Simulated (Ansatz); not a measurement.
KF (rocksalt) under strain

Rocksalt KF, relaxed with r2SCAN in the PAW code Ansatz. Space group Fm-3m (No. 225), cubic; a = 5.318 Å in the conventional setting, 18.80 Å³ an atom. Around K lie 6 F at 2.66 Å; around F lie 6 K at 2.66 Å.

The axes x, y and z are those of this cell:
```xyz
2
Lattice="0.0000 2.6590 2.6590 2.6590 0.0000 2.6590 2.6590 2.6590 0.0000" Properties=species:S:1:pos:R:3 pbc="T T T"
K     0.0000    0.0000    0.0000
F     2.6590    2.6590    2.6590
```

Unstrained: PBE gives a direct gap of 6.259 eV at Γ. The r2SCAN gap is direct at Γ: 6.908 eV. The HSE06 gap is direct at Γ: 8.263 eV. Meshes: PBE 8×8×8, r2SCAN 8×8×8, HSE06 6×6×6. Strains are changes of length per length. After each strain the atoms were relaxed again with r2SCAN within the symmetry that the strain leaves, so tilts or polar shifts that break it weren't tested; points keep the names that they have in the unstrained zone. Calculated for a static, non-magnetic cell.

Changes of the least gap in eV (an overlap counts as a negative gap):
```tsv
strain	volume change (%)	space group	PBE	r2SCAN	HSE06	G0W0@PBE (mesh)	energy rise, r2SCAN (meV/atom)
epitaxial -2.0 % in the plane normal to [111], free normal strain +2.05 %	-2.0	R-3m	+0.087	+0.092	+0.096	+0.08	2.5
uniaxial +0.5 % along x	+0.5	I4/mmm	-0.029	-0.030	-0.031	-0.03	0.1
isotropic +1.0 % on every length	+3.0	Fm-3m	-0.157	-0.159	-0.169	-0.15	1.8
uniaxial -5.0 % along [111]	-5.0	R-3m	+0.242	+0.253	+0.266	+0.24	7.8
epitaxial -4.0 % in the xy plane, free normal strain +1.61 %	-6.4	I4/mmm	+0.303	+0.306	+0.333	+0.30	19.5
```
Unstrained, G0W0@PBE with 156 empty bands, a screening cutoff of 150 eV and a 4×4×4 mesh gives 9.70 eV on its mesh; the band count follows the volume. The G0W0 figures hold for the stated bands, cutoff and mesh and aren't extrapolated.

Epitaxial -2.0 % in the plane normal to [111], free normal strain +2.05 %. HSE06: the gap goes from 8.263 to 8.359 eV (+0.096 eV); with r2SCAN the top three valence levels at Γ, degenerate before, become 2+1 from the top over 38 meV. Stress change with r2SCAN, compression positive: xx +0.71, yy +0.71, zz +0.71, xy -0.36, xz -0.36, yz -0.36 GPa.

Uniaxial +0.5 % along x, other directions held. HSE06: the gap goes from 8.263 to 8.232 eV (-0.031 eV). Stress change with r2SCAN, compression positive: xx -0.37, yy -0.07, zz -0.07 GPa.

Isotropic +1.0 % on every length. HSE06: the gap goes from 8.263 to 8.094 eV (-0.169 eV). Stress change with r2SCAN, compression positive: xx -0.98, yy -0.98, zz -0.98 GPa. For HSE06, dE_g/d ln V = -5.7 eV over this step.

Uniaxial -5.0 % along [111], other directions held. HSE06: the gap goes from 8.263 to 8.529 eV (+0.266 eV); with r2SCAN the top three valence levels at Γ, degenerate before, become 1+2 from the top over 41 meV. Stress change with r2SCAN, compression positive: xx +1.99, yy +1.99, zz +1.99, xy +0.33, xz +0.33, yz +0.33 GPa.

Epitaxial -4.0 % in the xy plane, free normal strain +1.61 %. HSE06: the gap goes from 8.263 to 8.596 eV (+0.333 eV); with r2SCAN the top three valence levels at Γ, degenerate before, become 2+1 from the top over 109 meV. Stress change with r2SCAN, compression positive: xx +4.66, yy +4.66, zz 0.00 GPa.

The meshes of the hybrids are coarse, so their gaps aren't converged to the digits shown.

The splittings at Γ are without spin-orbit coupling, which regroups them where it is of like size or larger.
